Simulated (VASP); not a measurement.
Energy against volume of ZnTe (zinc blende). Method: RPBE GGA, VASP's PBE PAW potentials (set 64) (plane waves; VASP). Run with 520 eV cut-off, 7×7×7 Γ-centred mesh, Gaussian smearing of 0.050 eV, potentials Zn Te.

```tsv
V (Å³/atom)	E (eV/atom)
29.853	-2.27474
30.776	-2.27828
31.700	-2.27525
32.623	-2.26669
```

Q: Fit these four points and predict the energy of the run at 28.930 Å³/atom.

A: A cubic in V^(−2/3), the third-order Birch-Murnaghan form, passes through the four points with V0 = 30.79 Å³/atom and B0 = 38 GPa, and gives -2.2634 eV/atom there. The run gave -2.2634 eV/atom, +0.0 meV/atom from the fit; all five points give B0 = 38 GPa.

The compound is ZnTe in the zinc blende structure. It was relaxed first, which changed the volume by +9 %.
